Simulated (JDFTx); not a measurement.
# Ni (Fm-3m) in JDFTx: a series of runs

One crystal, Ni, is run at these levels: PBE; tasks: single point.

All numbers are computed with JDFTx 1.7.0 (patched build); they aren't measurements. Logs are shortened: lines on timing, memory, paths and dates and some standing lists are left out, and cuts for length are marked. The log counts tension as positive stress, the text compression.

## Step 1: The crystal as given

Symmetry: Fm-3m, No. 225, cubic system. The conventional cell has a = 3.475 Å, b = 3.475 Å, c = 3.475 Å, α = 90.00°, β = 90.00°, γ = 90.00°. Ni (site symmetry m-3m) has 12 Ni at 2.46 Å as nearest neighbours.

## Step 2: Single point, PBE, collinear spin, ferromagnetic start

Ni.in reads:

```
lattice \
    0.0000000000     1.7375729330     1.7375729330 \
    1.7375729330     0.0000000000     1.7375729330 \
    1.7375729330     1.7375729330     0.0000000000
latt-scale 1.889726124626 1.889726124626 1.889726124626
coords-type Lattice
ion Ni     0.0000000000     0.0000000000     0.0000000000 1

ion-species pseudo/Ni.upf
elec-cutoff 49
elec-ex-corr gga-PBE
kpoint-folding 13 13 13
elec-smearing Fermi 0.0018374661
elec-n-bands 15
spintype z-spin
initial-magnetic-moments Ni 1
elec-initial-magnetization 0 yes
electronic-SCF nIterations 100 energyDiffThreshold 1e-09
electronic-minimize nIterations 30 energyDiffThreshold 1e-7
converge-empty-states yes
forces-output-coords Cartesian

dump-name run.$VAR
dump End Ecomponents EigStats BandEigs Kpoints Forces Stress
```

Potentials or basis: PseudoDojo-SR-PBE-0.5-standard with smoothed tails.

Launch:

```console
jdftx -c 1 -i Ni.in -o Ni.out
```

Log:

```text
*************** JDFTx 1.7.0 (patched build) ***************

Input parsed successfully to the following command list (including defaults):
[... the input with its defaults ...]

---------- Setting up symmetries ----------

Found 48 point-group symmetries of the bravais lattice
Found 48 space-group symmetries with basis
Applied RMS atom displacement 0 bohrs to make symmetries exact.

---------- Initializing the Grid ----------
R =
[            0      3.28354      3.28354  ]
[      3.28354            0      3.28354  ]
[      3.28354      3.28354            0  ]
unit cell volume = 70.8037
G =
[  -0.956771   0.956771   0.956771  ]
[   0.956771  -0.956771   0.956771  ]
[   0.956771   0.956771  -0.956771  ]
Minimum fftbox size, Smin = [  32  32  32  ]
Chosen fftbox size, S = [  32  32  32  ]

---------- Exchange Correlation functional ----------
Initalized PBE GGA exchange.
Initalized PBE GGA correlation.

---------- Setting up pseudopotentials ----------
Width of ionic core gaussian charges (only for fluid interactions / plotting) set to 0

Reading pseudopotential file 'pseudo/Ni.upf':
  'Ni' pseudopotential, 'PBE' functional
  Generated using ONCVPSP code by D. R. Hamann
  18 valence electrons, 4 orbitals, 6 projectors, 1001 radial grid points, with lMax = 2
    3S    l: 0   occupation:  2.0   eigenvalue: -4.081355
    3P    l: 1   occupation:  6.0   eigenvalue: -2.623460
    3D    l: 2   occupation:  8.0   eigenvalue: -0.326118
    4S    l: 0   occupation:  2.0   eigenvalue: -0.207378
  Core radius for overlap checks: 1.60 bohrs.

Initialized 1 species with 1 total atoms.

Folded 1 k-points by 13x13x13 to 2197 k-points.

---------- Setting up k-points, bands, fillings ----------
Reduced to 84 k-points under symmetry.
Computing the number of bands and number of electrons
Calculating initial fillings.
nElectrons:  18.000000   nBands: 15   nStates: 168

----- Setting up reduced wavefunction bases (one per k-point) -----
average nbasis = 1160.269 , ideal nbasis = 1159.962

---------- Setting up ewald sum ----------
Optimum gaussian width for ewald sums = 1.673956 bohr.
Real space sum over 2197 unit cells with max indices [  6  6  6  ]
Reciprocal space sum over 2197 terms with max indices [  6  6  6  ]

---------- Allocating electronic variables ----------
Initializing wave functions:  linear combination of atomic orbitals
Note: number of bands (15) exceeds available atomic orbitals (10)
Ni (M=1) pseudo-atom majority spin occupations:   s ( 1 0.5 )  p ( 3 )  d ( 5 )
Ni (M=1) pseudo-atom minority spin occupations:   s ( 1 0 )  p ( 3 )  d ( 4.5 )
	FillingsUpdate:  mu: +0.100000000  nElectrons: 18.000000  magneticMoment: [ Abs: 0.11659  Tot: -0.00000 ]
LCAOMinimize: Iter:   0  F: -162.9608733045676274  |grad|_K:  1.301e-02  alpha:  1.000e+00
	FillingsUpdate:  mu: +1.003142423  nElectrons: 18.000000  magneticMoment: [ Abs: 0.07456  Tot: +0.00000 ]
LCAOMinimize: Iter:   1  F: -163.9371354867519130  |grad|_K:  5.423e-03  alpha:  4.737e-01  linmin:  2.185e-01  cgtest: -9.537e-01
LCAOMinimize: 	Bad step direction: g.d > 0.
[... 15 lines of inner loops ...]
LCAOMinimize: Iter:   7  F: -164.1360090156035199  |grad|_K:  1.706e-06  alpha:  4.358e-01  linmin: -2.583e-04  cgtest:  1.717e-03
	FillingsUpdate:  mu: +0.715908027  nElectrons: 18.000000  magneticMoment: [ Abs: 0.00342  Tot: -0.00000 ]
LCAOMinimize: Iter:   8  F: -164.1360090583572457  |grad|_K:  2.820e-07  alpha:  7.770e-01  linmin: -2.342e-05  cgtest: -5.249e-03
LCAOMinimize: Converged (|Delta F|<1.000000e-06 for 2 iters).

-------- Electronic minimization -----------
Will mix electronic density at each iteration.
	FillingsUpdate:  mu: +0.715908027  nElectrons: 18.000000  magneticMoment: [ Abs: 0.00342  Tot: -0.00000 ]
	FillingsUpdate:  mu: +0.715678591  nElectrons: 18.000000  magneticMoment: [ Abs: 0.00342  Tot: -0.00000 ]
SCF: Cycle:  0   F: -164.142595112414057   dF: -6.586e-03   |Residual|: 4.739e-02   |deigs|: 2.564e-01
	FillingsUpdate:  mu: +0.702863545  nElectrons: 18.000000  magneticMoment: [ Abs: 0.00051  Tot: +0.00000 ]
SCF: Cycle:  1   F: -164.143499966122704   dF: -9.049e-04   |Residual|: 1.893e-02   |deigs|: 1.171e-02
	FillingsUpdate:  mu: +0.708434657  nElectrons: 18.000000  magneticMoment: [ Abs: 0.00019  Tot: -0.00000 ]
SCF: Cycle:  2   F: -164.143865149306492   dF: -3.652e-04   |Residual|: 7.904e-03   |deigs|: 4.614e-03
	FillingsUpdate:  mu: +0.708396328  nElectrons: 18.000000  magneticMoment: [ Abs: 0.00017  Tot: +0.00000 ]
SCF: Cycle:  3   F: -164.143871355358243   dF: -6.206e-06   |Residual|: 1.003e-03   |deigs|: 3.702e-04
	FillingsUpdate:  mu: +0.708334241  nElectrons: 18.000000  magneticMoment: [ Abs: 0.00011  Tot: -0.00000 ]
SCF: Cycle:  4   F: -164.143871514231904   dF: -1.589e-07   |Residual|: 3.702e-04   |deigs|: 3.899e-05
	FillingsUpdate:  mu: +0.708355647  nElectrons: 18.000000  magneticMoment: [ Abs: 0.00006  Tot: +0.00000 ]
SCF: Cycle:  5   F: -164.143871536590524   dF: -2.236e-08   |Residual|: 5.237e-05   |deigs|: 2.059e-05
	FillingsUpdate:  mu: +0.708360913  nElectrons: 18.000000  magneticMoment: [ Abs: 0.00001  Tot: +0.00000 ]
SCF: Cycle:  6   F: -164.143871541117420   dF: -4.527e-09   |Residual|: 2.595e-05   |deigs|: 1.224e-05
	FillingsUpdate:  mu: +0.708366672  nElectrons: 18.000000  magneticMoment: [ Abs: 0.00001  Tot: +0.00000 ]
SCF: Cycle:  7   F: -164.143871541923971   dF: -8.066e-10   |Residual|: 1.798e-05   |deigs|: 1.149e-05
	FillingsUpdate:  mu: +0.708364554  nElectrons: 18.000000  magneticMoment: [ Abs: 0.00000  Tot: +0.00000 ]
SCF: Cycle:  8   F: -164.143871542268926   dF: -3.450e-10   |Residual|: 3.743e-06   |deigs|: 1.615e-05
SCF: Converged (|Delta E|<1.000000e-09 for 2 iters).

Setting wave functions to eigenvectors of Hamiltonian
Converging empty states (this may take a while): |deigs|: 2.306e-04

# Stress tensor in Cartesian coordinates [Eh/a0^3]:
[ -0.000236037            0            0  ]
[            0 -0.000236037            0  ]
[            0            0 -0.000236037  ]

# Ionic positions in lattice coordinates:
ion Ni   0.000000000000000   0.000000000000000   0.000000000000000 1

# Forces in Cartesian coordinates:
force Ni   0.000000000000000   0.000000000000000   0.000000000000000 1

# Energy components:
   Eewald =     -113.1017655562718573
       EH =       45.8146479172584691
     Eloc =     -131.5949266000441185
      Enl =      -26.4745596137855088
      Exc =      -21.4340547353350388
 Exc_core =        3.6444875294878472
       KE =       79.0033105999727638
-------------------------------------
     Etot =     -164.1428604587174789
       TS =        0.0010110835514533
-------------------------------------
        F =     -164.1438715422689256

IonicMinimize: Iter:   0  F: -164.143871542268926  |grad|_K:  0.000e+00
IonicMinimize: Converged (|grad|_K<1.000000e-04).

#--- Lowdin population analysis ---
# oxidation-state Ni +0.218
# magnetic-moments Ni +0.000

Dumping 'run.eigStats' ...
	eMin: -3.082029 at state 0 ( [ +0.000000 +0.000000 +0.000000 ] spin 1 )
	HOMO: +0.707950 at state 162 ( [ +0.153846 +0.384615 -0.384615 ] spin -1 )
	mu  : +0.708366
	LUMO: +0.708546 at state 70 ( [ +0.076923 +0.384615 -0.384615 ] spin 1 )
	eMax: +2.034977 at state 126 ( [ +0.000000 +0.307692 -0.307692 ] spin -1 )
	HOMO-LUMO gap: +0.000596
	Optical gap  : +0.005887 at state 131 ( [ +0.000000 +0.461538 +0.461538 ] spin -1 )
Done!
```

Wall time 50 s (1 thread of Intel Xeon 6975P-C (Granite Rapids), shared host); peak memory 0.14 GiB.

What came out:

```yaml
Free_energy: -4466.5823 eV
Pressure: 6.9 GPa
Net_moment: 0.00 μB per cell
Absolute_moment: 0.00 μB per cell
```

Caveat: the total moment is fixed, so each spin has its own Fermi level.

## Step 3: Single point, PBE, collinear spin, ferromagnetic start

Ni.in, as its differences from that of step 2:

```diff
@@ -16,3 +16,3 @@
 initial-magnetic-moments Ni 1
-elec-initial-magnetization 0 yes
+elec-initial-magnetization 1 yes
 electronic-SCF nIterations 100 energyDiffThreshold 1e-09
```

Potentials or basis: PseudoDojo-SR-PBE-0.5-standard with smoothed tails.

Launch:

```console
jdftx -c 1 -i Ni.in -o Ni.out
```

Log:

```text
*************** JDFTx 1.7.0 (patched build) ***************

Input parsed successfully to the following command list (including defaults):
[... the input with its defaults ...]

---------- Setting up symmetries ----------

Found 48 point-group symmetries of the bravais lattice
Found 48 space-group symmetries with basis
Applied RMS atom displacement 0 bohrs to make symmetries exact.

---------- Initializing the Grid ----------
R =
[            0      3.28354      3.28354  ]
[      3.28354            0      3.28354  ]
[      3.28354      3.28354            0  ]
unit cell volume = 70.8037
G =
[  -0.956771   0.956771   0.956771  ]
[   0.956771  -0.956771   0.956771  ]
[   0.956771   0.956771  -0.956771  ]
Minimum fftbox size, Smin = [  32  32  32  ]
Chosen fftbox size, S = [  32  32  32  ]

---------- Exchange Correlation functional ----------
Initalized PBE GGA exchange.
Initalized PBE GGA correlation.

---------- Setting up pseudopotentials ----------
Width of ionic core gaussian charges (only for fluid interactions / plotting) set to 0

Reading pseudopotential file 'pseudo/Ni.upf':
  'Ni' pseudopotential, 'PBE' functional
  Generated using ONCVPSP code by D. R. Hamann
  18 valence electrons, 4 orbitals, 6 projectors, 1001 radial grid points, with lMax = 2
    3S    l: 0   occupation:  2.0   eigenvalue: -4.081355
    3P    l: 1   occupation:  6.0   eigenvalue: -2.623460
    3D    l: 2   occupation:  8.0   eigenvalue: -0.326118
    4S    l: 0   occupation:  2.0   eigenvalue: -0.207378
  Core radius for overlap checks: 1.60 bohrs.

Initialized 1 species with 1 total atoms.

Folded 1 k-points by 13x13x13 to 2197 k-points.

---------- Setting up k-points, bands, fillings ----------
Reduced to 84 k-points under symmetry.
Computing the number of bands and number of electrons
Calculating initial fillings.
nElectrons:  18.000000   nBands: 15   nStates: 168

----- Setting up reduced wavefunction bases (one per k-point) -----
average nbasis = 1160.269 , ideal nbasis = 1159.962

---------- Setting up ewald sum ----------
Optimum gaussian width for ewald sums = 1.673956 bohr.
Real space sum over 2197 unit cells with max indices [  6  6  6  ]
Reciprocal space sum over 2197 terms with max indices [  6  6  6  ]

---------- Allocating electronic variables ----------
Initializing wave functions:  linear combination of atomic orbitals
Note: number of bands (15) exceeds available atomic orbitals (10)
Ni (M=1) pseudo-atom majority spin occupations:   s ( 1 0.5 )  p ( 3 )  d ( 5 )
Ni (M=1) pseudo-atom minority spin occupations:   s ( 1 0 )  p ( 3 )  d ( 4.5 )
	FillingsUpdate:  mu: +1.332605265  nElectrons: 18.000000  magneticMoment: [ Abs: 1.00000  Tot: +1.00000 ]
LCAOMinimize: Iter:   0  F: -163.0093225454070023  |grad|_K:  6.367e-03  alpha:  1.000e+00
	FillingsUpdate:  mu: +1.231625101  nElectrons: 18.000000  magneticMoment: [ Abs: 1.00000  Tot: +1.00000 ]
LCAOMinimize: Iter:   1  F: -163.3957346166615707  |grad|_K:  6.313e-03  alpha:  2.155e-01  linmin: -2.280e-01  cgtest:  7.082e-01
LCAOMinimize: 	Wrong curvature in test step, increasing alphaT to 6.464281e-01.
[... 15 lines of inner loops ...]
LCAOMinimize: Iter:   8  F: -164.1348398045826116  |grad|_K:  4.115e-07  alpha:  1.213e+00  linmin:  2.487e-04  cgtest: -3.269e-03
	FillingsUpdate:  mu: +0.741113057  nElectrons: 18.000000  magneticMoment: [ Abs: 1.01875  Tot: +1.00000 ]
LCAOMinimize: Iter:   9  F: -164.1348398058981672  |grad|_K:  9.161e-08  alpha:  4.111e-01  linmin:  4.426e-05  cgtest:  1.312e-03
LCAOMinimize: Converged (|Delta F|<1.000000e-06 for 2 iters).

-------- Electronic minimization -----------
Will mix electronic density at each iteration.
	FillingsUpdate:  mu: +0.741113057  nElectrons: 18.000000  magneticMoment: [ Abs: 1.01875  Tot: +1.00000 ]
	FillingsUpdate:  mu: +0.739704709  nElectrons: 18.000000  magneticMoment: [ Abs: 1.01875  Tot: +1.00000 ]
SCF: Cycle:  0   F: -164.141818697819588   dF: -6.979e-03   |Residual|: 3.994e-02   |deigs|: 2.556e-01
	FillingsUpdate:  mu: +0.732364643  nElectrons: 18.000000  magneticMoment: [ Abs: 1.03050  Tot: +1.00000 ]
SCF: Cycle:  1   F: -164.142495834554978   dF: -6.771e-04   |Residual|: 1.220e-02   |deigs|: 9.820e-03
	FillingsUpdate:  mu: +0.735147469  nElectrons: 18.000000  magneticMoment: [ Abs: 1.02751  Tot: +1.00000 ]
SCF: Cycle:  2   F: -164.142633069829117   dF: -1.372e-04   |Residual|: 6.034e-03   |deigs|: 3.177e-03
	FillingsUpdate:  mu: +0.735210725  nElectrons: 18.000000  magneticMoment: [ Abs: 1.03035  Tot: +1.00000 ]
SCF: Cycle:  3   F: -164.142635769128191   dF: -2.699e-06   |Residual|: 1.098e-03   |deigs|: 2.350e-04
	FillingsUpdate:  mu: +0.735179070  nElectrons: 18.000000  magneticMoment: [ Abs: 1.02987  Tot: +1.00000 ]
SCF: Cycle:  4   F: -164.142635892533576   dF: -1.234e-07   |Residual|: 3.815e-04   |deigs|: 4.769e-05
	FillingsUpdate:  mu: +0.735194476  nElectrons: 18.000000  magneticMoment: [ Abs: 1.02977  Tot: +1.00000 ]
SCF: Cycle:  5   F: -164.142635908725595   dF: -1.619e-08   |Residual|: 1.354e-04   |deigs|: 2.706e-05
	FillingsUpdate:  mu: +0.735199035  nElectrons: 18.000000  magneticMoment: [ Abs: 1.02986  Tot: +1.00000 ]
SCF: Cycle:  6   F: -164.142635911421849   dF: -2.696e-09   |Residual|: 3.526e-05   |deigs|: 1.599e-05
	FillingsUpdate:  mu: +0.735198391  nElectrons: 18.000000  magneticMoment: [ Abs: 1.02991  Tot: +1.00000 ]
SCF: Cycle:  7   F: -164.142635912085183   dF: -6.633e-10   |Residual|: 7.815e-06   |deigs|: 2.252e-05
	FillingsUpdate:  mu: +0.735198398  nElectrons: 18.000000  magneticMoment: [ Abs: 1.02991  Tot: +1.00000 ]
SCF: Cycle:  8   F: -164.142635912245993   dF: -1.608e-10   |Residual|: 4.203e-06   |deigs|: 1.091e-05
SCF: Converged (|Delta E|<1.000000e-09 for 2 iters).

Setting wave functions to eigenvectors of Hamiltonian
Converging empty states (this may take a while): |deigs|: 4.388e-04

# Stress tensor in Cartesian coordinates [Eh/a0^3]:
[ -0.000401375            0            0  ]
[            0 -0.000401375            0  ]
[            0            0 -0.000401375  ]

# Ionic positions in lattice coordinates:
ion Ni   0.000000000000000   0.000000000000000   0.000000000000000 1

# Forces in Cartesian coordinates:
force Ni   0.000000000000000   0.000000000000000  -0.000000000000000 1

# Energy components:
   Eewald =     -113.1017655562718573
       EH =       45.6936863646906346
     Eloc =     -131.4378123369547495
      Enl =      -26.4467727331592286
      Exc =      -21.4324110241664059
 Exc_core =        3.6444875294878472
       KE =       78.9383690753657561
-------------------------------------
     Etot =     -164.1422186810079893
       TS =        0.0004172312380081
-------------------------------------
        F =     -164.1426359122459928

IonicMinimize: Iter:   0  F: -164.142635912245993  |grad|_K:  0.000e+00
IonicMinimize: Converged (|grad|_K<1.000000e-04).

#--- Lowdin population analysis ---
# oxidation-state Ni +0.235
# magnetic-moments Ni +1.013

Dumping 'run.eigStats' ...
	eMin: -3.109238 at state 0 ( [ +0.000000 +0.000000 +0.000000 ] spin 1 )
	HOMO: +0.752066 at state 32 ( [ +0.000000 +0.230769 +0.461538 ] spin 1 )
	mu  : +0.735199
	LUMO: +0.712790 at state 159 ( [ +0.153846 +0.307692 -0.461538 ] spin -1 )
	eMax: +2.036582 at state 126 ( [ +0.000000 +0.307692 -0.307692 ] spin -1 )
	HOMO-LUMO gap: -0.039276
	Optical gap  : +0.006818 at state 152 ( [ +0.076923 +0.384615 +0.461538 ] spin -1 )
Done!
```

It took 48 s on 1 thread of Intel Xeon 6975P-C (Granite Rapids), shared host; peak memory 0.14 GiB.

What came out:

```yaml
Free_energy: -4466.5487 eV
Pressure: 11.8 GPa
Net_moment: 1.00 μB per cell
Absolute_moment: 1.03 μB per cell
Site_moments: Ni +1.01 μB
```

Caveat: the total moment is fixed, so each spin has its own Fermi level.

(Part 1 of 2 ends here.)
